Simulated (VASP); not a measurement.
# GaP (F-43m) in VASP: notebook, part 3 of 3

VASP 6.6.1. Earlier steps stand in the parts before.

## (6) Relaxation of the atoms, r2SCAN

Contents of INCAR:

```
PREC     = Accurate       # precision mode
ENCUT    = 600            # plane-wave cutoff, eV
EDIFF    = 1E-7           # SCF threshold, eV
ISMEAR   = 0              # smearing method
SIGMA    = 0.03           # smearing width, eV
LREAL    = F              # projectors in reciprocal space
LASPH    = T              # aspherical terms in the spheres
NELM     = 80             # most SCF steps
ALGO     = Normal         # electronic algorithm
ISIF     = 2              # what is computed and relaxed
LWAVE    = F              # write WAVECAR
LCHARG   = F              # write CHGCAR
METAGGA  = R2SCAN         # meta-GGA
LMIXTAU  = T            
IBRION   = 2              # ionic algorithm
NSW      = 40             # ionic steps
EDIFFG   = -0.01          # ionic threshold
```

Contents of KPOINTS:

```
regular mesh
0
Gamma
  8 8 8
```

Contents of POSCAR:

```
GaP                                     
1.0
    0.0000000000      2.7252500000      2.7252500000
    2.7252500000      0.0000000000      2.7252500000
    2.7252500000      2.7252500000      0.0000000000
  Ga              P             
     1     1
Direct
     0.0000000000000000    0.0000000000000000    0.0000000000000000
     0.2500000000000000    0.2500000000000000    0.2500000000000000
```

Potentials or basis: VASP PAW PBE potentials, release 64 (Ga_d, P).

Started as:

```sh
$ cat potpaw_PBE.64/Ga_d/POTCAR potpaw_PBE.64/P/POTCAR > POTCAR
$ mpirun -np 1 vasp_std > vasp.out
```

OUTCAR:

```text
PREC = Accurate
   ENCUT = 600
   EDIFF = 1E-7
   ISMEAR = 0
   LREAL = F
   LASPH = T
   NELM = 80
   ISIF = 2
   METAGGA = R2SCAN
   IBRION = 2
   NSW = 40
   EDIFFG = -0.01

 ion  position               nearest neighbor table
   1  0.000  0.000  0.000-   2 2.36   2 2.36   2 2.36   2 2.36
   2  0.250  0.250  0.250-   1 2.36   1 2.36   1 2.36   1 2.36

  LATTYP: Found a face centered cubic cell.
 ALAT       =     5.4505000000

  Lattice vectors:

 A1 = (   0.0000000000,   2.7252500000,   2.7252500000)
 A2 = (   2.7252500000,   0.0000000000,   2.7252500000)
 A3 = (   2.7252500000,   2.7252500000,   0.0000000000)

Analysis of symmetry for initial positions (statically):
=====================================================================
 Subroutine PRICEL returns:
 Original cell was already a primitive cell.

 Routine SETGRP: Setting up the symmetry group for a
 face centered cubic supercell.

 Subroutine GETGRP returns: Found 24 space group operations
 (whereof 24 operations were pure point group operations)
 out of a pool of 48 trial point group operations.

The static configuration has the point symmetry T_d .

Analysis of symmetry for dynamics (positions and initial velocities):
=====================================================================
 Subroutine PRICEL returns:
 Original cell was already a primitive cell.

 Routine SETGRP: Setting up the symmetry group for a
 face centered cubic supercell.

 Subroutine GETGRP returns: Found 24 space group operations
 (whereof 24 operations were pure point group operations)
 out of a pool of 48 trial point group operations.

The dynamic configuration has the point symmetry T_d .

 Subroutine INISYM returns: Found 24 space group operations
 (whereof 24 operations are pure point group operations),
 and found     1 'primitive' translations

----------------------------------------------------------------------------------------

                                     Primitive cell

  volume of cell :      40.4808

  direct lattice vectors                    reciprocal lattice vectors
     0.000000000  2.725250000  2.725250000    -0.183469406  0.183469406  0.183469406
     2.725250000  0.000000000  2.725250000     0.183469406 -0.183469406  0.183469406
     2.725250000  2.725250000  0.000000000     0.183469406  0.183469406 -0.183469406

  length of vectors
     3.854085511  3.854085511  3.854085511     0.317778334  0.317778334  0.317778334

  position of ions in fractional coordinates (direct lattice)
     0.000000000  0.000000000  0.000000000
     0.250000000  0.250000000  0.250000000

  ion indices of the primitive-cell ions
   primitive index   ion index
                 1           1
                 2           2

----------------------------------------------------------------------------------------

 KPOINTS: regular mesh

Automatic generation of k-mesh.
 Grid dimensions read from file:
 generate k-points for:    8    8    8

 Generating k-lattice:

  Cartesian coordinates                     Fractional coordinates (reciprocal lattice)
    -0.022933676  0.022933676  0.022933676     0.125000000  0.000000000  0.000000000
     0.022933676 -0.022933676  0.022933676     0.000000000  0.125000000  0.000000000
     0.022933676  0.022933676 -0.022933676     0.000000000  0.000000000  0.125000000

  Length of vectors
     0.039722292  0.039722292  0.039722292

  Shift w.r.t. Gamma in fractional coordinates (k-lattice)
     0.000000000  0.000000000  0.000000000

 Subroutine IBZKPT returns following result:
 ===========================================

 Found     29 irreducible k-points:

 Following reciprocal coordinates:
            Coordinates               Weight
  0.000000  0.000000  0.000000      1.000000
  0.125000  0.000000  0.000000      8.000000
  0.250000  0.000000  0.000000      8.000000
  0.375000  0.000000  0.000000      8.000000
  0.500000  0.000000  0.000000      4.000000
  0.125000  0.125000  0.000000      6.000000
[... 16 lines left out ...]
  0.500000  0.250000  0.125000     48.000000
 -0.375000  0.250000  0.125000     24.000000
 [... further k-points ...]
   k-points           NKPTS =     29   k-points in BZ     NKDIM =     29   number of bands    NBANDS=     13
   number of dos      NEDOS =    301   number of ions     NIONS =      2
   total plane-waves  NPLWV =  32768
   dimension x,y,z NGX =    32 NGY =   32 NGZ =   32
   dimension x,y,z NGXF=    64 NGYF=   64 NGZF=   64
   ions per type =               1   1
   NGX,Y,Z   is equivalent  to a cutoff of  13.80, 13.80, 13.80 a.u.
   NGXF,Y,Z  is equivalent  to a cutoff of  27.61, 27.61, 27.61 a.u.
 SYSTEM =  unknown system
   PREC   = accura    normal or accurate (medium, high low for compatibility)
   ISTART =      0    job   : 0-new  1-cont  2-samecut
   ICHARG =      2    charge: 1-file 2-atom 10-const
   ISPIN  =      1    spin polarized calculation?
   LNONCOLLINEAR =      F non collinear calculations
   LSORBIT =      F    spin-orbit coupling
   LASPH  =      T    aspherical Exc in radial PAW
   ENCUT  =  600.0 eV  44.10 Ry    6.64 a.u.   7.70  7.70  7.70*2*pi/ulx,y,z
   NELM   =     80;   NELMIN=  2; NELMDL= -5     # of ELM steps
   EDIFF  = 0.1E-06   stopping-criterion for ELM
   LREAL  =      F    real-space projection
   EDIFFG = -.1E-01   stopping-criterion for IOM
   NSW    =     40    number of steps for IOM
   IBRION =      2    ionic relax: 0-MD 1-quasi-New 2-CG
   NFREE  =      1    steps in history (QN), initial steepest desc. (CG)
   ISIF   =      2    stress and relaxation
   ISYM   =      2    0-nonsym 1-usesym 2-fastsym
   POTIM  = 0.5000    time-step for ionic-motion
   TEBEG  =    0.0;   TEEND  =   0.0 temperature during run
   PSTRESS=    0.0 pullay stress
   NELECT =      18.0000    total number of electrons
   NUPDOWN=      -1.0000    fix difference up-down
   EMIN   =  10.00;   EMAX   =-10.00  energy-range for DOS
   EFERMI =   0.00;   METHOD = LEGACY
   ISMEAR =     0;   SIGMA  =   0.03  broadening in eV -4-tet -1-fermi 0-gaus
   EFERMI_NEDOS =   21; number of points for ismear=-14 and -15
   IALGO  =     38    algorithm
   IMIX   =      4    mixing-type and parameters
     AMIX     =   0.40;   BMIX     =  1.00
     AMIX_MAG =   1.60;   BMIX_MAG =  1.00
  volume/ion in A,a.u.               =      20.24       136.59
  Fermi-wavevector in a.u.,A,eV,Ry     =   1.249538  2.361284 21.243377  1.561344
  Thomas-Fermi vector in A             =   2.383574
   LORBIT       =      0    0 simple, 1 ext, 2 COOP (PROOUT), +10 PAW based schemes
   METAGGA = R2SCAN    functional components
   LHFCALC =     F    Hartree Fock is set to
   AEXX    =    0.0000 exact exchange contribution
   IVDW    =     0    specifies the selected vdW correction
   LEPSILON=     F    determine dielectric tensor
   LRPA    =     F    only Hartree local field effects (RPA)
 conjugate gradient relaxation of ions
 non-spin polarized calculation
 Gauss-broadening in eV      SIGMA  =   0.03
  energy-cutoff  :      600.00
  volume of cell :       40.48
 maximum number of plane-waves:      1365
   NGX = 15   NGY = 15   NGZ = 15

 number of electron      18.0000003 magnetization

 Free energy of the ion-electron system (eV)
  ---------------------------------------------------
  ext. energy  EPLUGINS =         0.00000000
  ---------------------------------------------------
  free energy    TOTEN  =       -21.46423251 eV

  energy without entropy =      -21.46423251  energy(sigma->0) =      -21.46423251

 E-fermi :   4.6288     XC(G=0): -10.5487

 val. band max:        4.4619883369   @ k =   0.0000   0.0000   0.0000
 cond. band min:       6.3643337921   @ k =   0.3750   0.3750   0.0000
 fundamental gap:      1.9023454552
 Fermi energy:         4.6288457618

 k-point     1 :       0.0000    0.0000    0.0000
  band No.  band energies     occupation
      1     -10.5282      2.00000
      2     -10.5282      2.00000
      3     -10.5282      2.00000
      4     -10.4150      2.00000
      5     -10.4150      2.00000
      6      -8.5592      2.00000
      7       4.4620      2.00000
      8       4.4620      2.00000
      9       4.4620      2.00000
     10       6.8063      0.00000
     11       8.6531      0.00000
     12       8.6532      0.00000
     13       8.6532      0.00000
[... 353 lines left out ...]
 k-point    24 :      -0.3750    0.2500    0.1250
  band No.  band energies     occupation
      1     -10.6286      2.00000
      2     -10.4935      2.00000
      3     -10.4816      2.00000
      4     -10.4205      2.00000
      5     -10.4073      2.00000
      6      -5.9749      2.00000
      7      -2.1523      2.00000
      8       1.1737      2.00000
      9       2.4522      2.00000
     10       8.2867      0.00000
     11       9.1098      0.00000
     12      11.3843      0.00000
     13      12.8990      0.00000

 [... further k-points ...]
[... 5 lines left out ...]
  --------------------------------------------------------------------------------------
  -------------------------------------------------------------------------------------
  Total       -0.0076308     -0.0076308     -0.0076308     -0.0000000      0.0000000      0.0000000
  in kB       -0.3020161     -0.3020161     -0.3020161     -0.0000000      0.0000000      0.0000000
  external PRESSURE =      -0.3020161 kB  Pullay stress =       0.0000000 kB

 VOLUME and BASIS-vectors are now :
 -----------------------------------------------------------------------------
  energy-cutoff  :      600.00
  volume of cell :       40.48
      direct lattice vectors                 reciprocal lattice vectors
     0.000000000  2.725250000  2.725250000    -0.183469406  0.183469406  0.183469406
     2.725250000  0.000000000  2.725250000     0.183469406 -0.183469406  0.183469406
     2.725250000  2.725250000  0.000000000     0.183469406  0.183469406 -0.183469406

 POSITION                                       TOTAL-FORCE (eV/Angst)
 -----------------------------------------------------------------------------------
      0.00000      0.00000      0.00000        -0.000000     -0.000000      0.000000
      1.36262      1.36262      1.36262         0.000000      0.000000     -0.000000
 -----------------------------------------------------------------------------------
    total drift:                                0.000017      0.000017      0.000017

  FREE ENERGIE OF THE ION-ELECTRON SYSTEM (eV)
  ---------------------------------------------------
  free  energy   TOTEN  =       -21.4642325137 eV

  energy  without entropy=      -21.4642325137  energy(sigma->0) =      -21.46423251

 reached required accuracy - stopping structural energy minimisation
```

Run time: 39 s. Hardware: 1 thread of Intel Xeon 6975P-C (Granite Rapids), shared host; peak memory 0.19 GiB.

Results:

```
Free energy             : -21.4642 eV
Pressure after relaxing : 0.0 GPa
Band gap on the k mesh  : 1.90 eV, indirect (least direct gap 2.34 eV)
```

Final structure:
```cif
data_structure
_symmetry_space_group_name_H-M 'P 1'
_symmetry_Int_Tables_number 1
_cell_length_a 3.8541
_cell_length_b 3.8541
_cell_length_c 3.8541
_cell_angle_alpha 60.000
_cell_angle_beta 60.000
_cell_angle_gamma 60.000
_cell_volume 40.48
loop_
_atom_site_label
_atom_site_type_symbol
_atom_site_fract_x
_atom_site_fract_y
_atom_site_fract_z
_atom_site_occupancy
Ga1 Ga 0.00000 0.00000 0.00000 1
P1 P 0.25000 0.25000 0.25000 1
```

Caveat: the relaxation stopped at its first step, so nothing moved; the PAW data sets were made with another functional, which shifts forces and pressure a little.

## (7) Summary

```csv
task,cell,gap on the mesh (eV),pressure (GPa)
relaxation of cell and atoms,relaxed,1.90,0.0
relaxation of the atoms,atoms relaxed from: a relaxed cell with its volume scaled by 0.94,1.78,6.2
relaxation of the atoms,atoms relaxed from: a relaxed cell with its volume scaled by 0.96,1.83,3.9
relaxation of the atoms,atoms relaxed from: a relaxed cell with its volume scaled by 0.98,1.87,1.9
relaxation of the atoms,atoms relaxed,1.90,0.0
```

Alike in all rows: level r2SCAN; potentials or basis VASP PAW PBE potentials, release 64 (Ga_d, P); no spin polarisation; k mesh 8 × 8 × 8; cutoff (eV) 600; smearing gaussian 0.03 eV.

Caveats: the relaxation stopped at its first step, so nothing moved; the PAW data sets were made with another functional, which shifts forces and pressure a little.

Absolute energies hang on the potentials; compare differences alone.

## (8) Comparison with measurements

Step 6. Measured gap of GaP: 2.34 eV (indirect; 10 K; quoted in “Stacking defects in GaP nanowires: Electronic structure and optical properties”, 2018, arxiv:1810.01194). This calculation gives 1.90 eV (-0.44 eV). Spin-orbit coupling on Ga is left out. The value is that of r2SCAN on a finite k mesh, which can miss the band edges, without temperature or zero-point motion.
